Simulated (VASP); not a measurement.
# TePb (Fm-3m) in VASP: further runs, part 2 of 2

VASP 6.6.1. The steps go on from the part before.

### Step 3. Relaxation of cell and atoms, PBEsol

This run uses another cell than the first one, of 33.73 Å³/atom, 1.009 times its volume.

File INCAR:

```
SYSTEM = TePb
PREC = Accurate
ENCUT = 600
EDIFF = 1E-6
ISMEAR = 0
SIGMA = 0.02
LREAL = .FALSE.
LASPH = .TRUE.
NELM = 80
ALGO = Normal
ISIF = 3
LWAVE = .FALSE.
LCHARG = .FALSE.
GGA = PS
IBRION = 2
NSW = 100
EDIFFG = -0.005
```

File KPOINTS:

```
Automatic mesh
0
G
  8 8 8
  0 0 0
```

File POSCAR:

```
TePb
1.0
    0.0000000000      3.2310000000      3.2310000000
    3.2310000000      0.0000000000      3.2310000000
    3.2310000000      3.2310000000      0.0000000000
Te Pb
1 1
Direct
    0.5000000000      0.5000000000      0.5000000000
    0.0000000000      0.0000000000      0.0000000000
```

Potentials or basis: VASP PAW PBE potentials, release 64 (Te, Pb_d).

On the command line:

```
> cat potpaw_PBE.64/Te/POTCAR potpaw_PBE.64/Pb_d/POTCAR > POTCAR
> mpirun -np 1 vasp_std > vasp.out
```

Wall time 42 s (1 thread of AMD EPYC 9R45 (Zen 5), shared host); peak memory 0.22 GiB.

Results (log left out):

* Free energy: -8.2592 eV
* Relaxed volume: 33.44 Å³/atom
* Relaxed cell: a = 4.556 Å, b = 4.556 Å, c = 4.556 Å, α = 60.00°, β = 60.00°, γ = 60.00°
* Space group after relaxing (to 0.05 Å): Fm-3m (No. 225)
* Energy gained by relaxing: 0.3 meV/atom
* Ionic steps: 3
* Pressure after relaxing: 0.0 GPa
* Band gap on the k mesh: 0.65 eV, direct

Step by step:
```
step  energy change (eV)  largest force (eV/Å)  pressure (GPa)  volume (Å³)
   1              0.0000                0.0000           -0.39        67.46
   2             -0.0006                0.0000            0.16        66.66
   3             -0.0007                0.0000           -0.01        66.89
```

Final structure:
```cif
data_structure
_symmetry_space_group_name_H-M 'P 1'
_symmetry_Int_Tables_number 1
_cell_length_a 4.5564
_cell_length_b 4.5564
_cell_length_c 4.5564
_cell_angle_alpha 60.000
_cell_angle_beta 60.000
_cell_angle_gamma 60.000
_cell_volume 66.89
loop_
_atom_site_label
_atom_site_type_symbol
_atom_site_fract_x
_atom_site_fract_y
_atom_site_fract_z
_atom_site_occupancy
Te1 Te 0.50000 0.50000 0.50000 1
Pb1 Pb 0.00000 0.00000 0.00000 1
```

Levels at points of the mesh, in eV from the valence-band top:
| k point | band 8 | band 9 | band 10 | band 11 | band 12 | band 13 |
| --- | --- | --- | --- | --- | --- | --- |
| (0.00, 0.00, 0.00) | -1.37 | -1.37 | -1.37 | 4.07 | 4.07 | 4.07 |
| (0.50, 0.00, 0.00) | -0.90 | -0.90 | 0.00 | 0.65 | 1.22 | 1.22 |
| (0.50, 0.50, 0.00) | -4.59 | -2.85 | -2.85 | 3.17 | 5.49 | 5.49 |

Caveat: the PAW data sets were made with another functional, which shifts forces and pressure a little; spin-orbit coupling is left out, which as a rule narrows the gap of such compounds by several tenths of an eV. A k mesh can miss the band edges.

### Step 4. Single point, PBEsol

This run uses another cell than the first one, of 33.73 Å³/atom, 1.009 times its volume.

File INCAR:

```
ALGO = Normal
EDIFF = 1E-6
ENCUT = 520
GGA = PS
ISIF = 2
ISMEAR = 0
LASPH = True
LCHARG = False
LREAL = False
LWAVE = False
NBANDS = 17
NELM = 60
PREC = Accurate
SIGMA = 0.1
```

File KPOINTS:

```
k-points
0
Gamma
  6 6 6
```

POSCAR is that of step 3.

Potentials or basis: VASP PAW PBE potentials, release 64 (Te, Pb_d).

On the command line:

```
> cat potpaw_PBE.64/Te/POTCAR potpaw_PBE.64/Pb_d/POTCAR > POTCAR
> mpirun -np 1 vasp_std > vasp.out
```

OUTCAR:

```text
EDIFF = 1E-6
   ENCUT = 520
   GGA = PS
   ISIF = 2
   ISMEAR = 0
   LASPH = True
   LREAL = False
   NELM = 60
   PREC = Accurate

 ion  position               nearest neighbor table
   1  0.500  0.500  0.500-   2 3.23   2 3.23   2 3.23   2 3.23   2 3.23   2 3.23
   2  0.000  0.000  0.000-   1 3.23   1 3.23   1 3.23   1 3.23   1 3.23   1 3.23

  LATTYP: Found a face centered cubic cell.
 ALAT       =     6.4620000000

  Lattice vectors:

 A1 = (   0.0000000000,   3.2310000000,   3.2310000000)
[... 497 lines left out ...]
------------------------ aborting loop because EDIFF is reached ----------------------------------------

  FORCE on cell =-STRESS in cart. coord.  units (eV):
  Direction    XX          YY          ZZ          XY          YZ          ZX
  --------------------------------------------------------------------------------------
  -------------------------------------------------------------------------------------
  Total       -0.1774961     -0.1774961     -0.1774961      0.0000000     -0.0000000      0.0000000
  in kB       -4.2155914     -4.2155914     -4.2155914      0.0000000     -0.0000000      0.0000000
  external PRESSURE =      -4.2155914 kB  Pullay stress =       0.0000000 kB

 VOLUME and BASIS-vectors are now :
 -----------------------------------------------------------------------------
  energy-cutoff  :      520.00
  volume of cell :       67.46
      direct lattice vectors                 reciprocal lattice vectors
     0.000000000  3.231000000  3.231000000    -0.154750851  0.154750851  0.154750851
     3.231000000  0.000000000  3.231000000     0.154750851 -0.154750851  0.154750851
     3.231000000  3.231000000  0.000000000     0.154750851  0.154750851 -0.154750851

 POSITION                                       TOTAL-FORCE (eV/Angst)
 -----------------------------------------------------------------------------------
      3.23100      3.23100      3.23100        -0.000000      0.000000      0.000000
      0.00000      0.00000      0.00000         0.000000     -0.000000     -0.000000
 -----------------------------------------------------------------------------------
    total drift:                               -0.000000      0.000000      0.000000

  FREE ENERGIE OF THE ION-ELECTRON SYSTEM (eV)
  ---------------------------------------------------
  free  energy   TOTEN  =        -8.2594395971 eV

  energy  without entropy=       -8.2594395678  energy(sigma->0) =       -8.25943958
```

OSZICAR:

```text
N       E                     dE             d eps       ncg     rms          rms(c)
DAV:   1     0.153769461922E+03    0.15377E+03   -0.88262E+03   544   0.111E+03
DAV:   2     0.204085936385E+01   -0.15173E+03   -0.14696E+03   579   0.300E+02
DAV:   3    -0.811249294887E+01   -0.10153E+02   -0.10104E+02   734   0.839E+01
DAV:   4    -0.836863977417E+01   -0.25615E+00   -0.25599E+00   702   0.148E+01
DAV:   5    -0.838007555535E+01   -0.11436E-01   -0.11435E-01   735   0.300E+00    0.337E+00
DAV:   6    -0.826502405275E+01    0.11505E+00   -0.24708E-01   786   0.375E+00    0.209E+00
DAV:   7    -0.825917840713E+01    0.58456E-02   -0.73828E-02   691   0.143E+00    0.889E-01
DAV:   8    -0.825951930208E+01   -0.34089E-03   -0.83394E-03   703   0.916E-01    0.137E-01
DAV:   9    -0.825944466244E+01    0.74640E-04   -0.11520E-03   808   0.342E-01    0.528E-02
DAV:  10    -0.825943798365E+01    0.66788E-05   -0.11984E-04   727   0.962E-02    0.207E-02
DAV:  11    -0.825943961365E+01   -0.16300E-05   -0.26174E-05   715   0.382E-02    0.163E-02
DAV:  12    -0.825943959707E+01    0.16577E-07   -0.13039E-06   508   0.852E-03
   1 F= -.82594396E+01 E0= -.82594396E+01  d E =-.293196E-07
```

Run time: 12 s. Hardware: 1 thread of AMD EPYC 9R45 (Zen 5), shared host; peak memory 0.17 GiB.

Results:

* Free energy: -8.2594 eV
* Pressure: -0.4 GPa
* Band gap on the k mesh: 0.67 eV, direct

Caveat: the PAW data sets were made with another functional, which shifts forces and pressure a little; spin-orbit coupling is left out, which as a rule narrows the gap of such compounds by several tenths of an eV.

### Step 5. The runs side by side

| task | cell | k mesh | cutoff (eV) | smearing | gap on the mesh (eV) | pressure (GPa) |
| --- | --- | --- | --- | --- | --- | --- |
| single point | Fm-3m, 33.43 Å³/atom | 8 × 8 × 8 | 520 | gaussian 0.02 eV | 0.65 | 0.0 |
| relaxation of cell and atoms | relaxed | 8 × 8 × 8 | 600 | gaussian 0.02 eV | 0.65 | 0.0 |
| single point | Fm-3m, 33.73 Å³/atom | 6 × 6 × 6 | 520 | gaussian 0.1 eV | 0.67 | -0.4 |

Alike in all rows: level PBEsol; potentials or basis VASP PAW PBE potentials, release 64 (Te, Pb_d); no spin polarisation.

Caveats: the PAW data sets were made with another functional, which shifts forces and pressure a little; spin-orbit coupling is left out, which as a rule narrows the gap of such compounds by several tenths of an eV.

Absolute energies hang on the potentials; compare differences alone.

### Step 6. Against experiment

Step 2. Measured gap of TePb: 0.19 eV (direct; 4.2 K; a printed reference work, monograph). This calculation gives 0.65 eV (+0.46 eV). Spin-orbit coupling on Pb, Te is left out. The value is that of PBEsol on a finite k mesh, which can miss the band edges, without temperature or zero-point motion.

Step 4. A measured gap of TePb is 0.19 eV (direct; 4.2 K; a printed reference work, monograph); the calculated 0.67 eV misses it by +0.48 eV. Spin-orbit coupling on Pb, Te is left out. The value is that of PBEsol on a finite k mesh, which can miss the band edges, without temperature or zero-point motion.
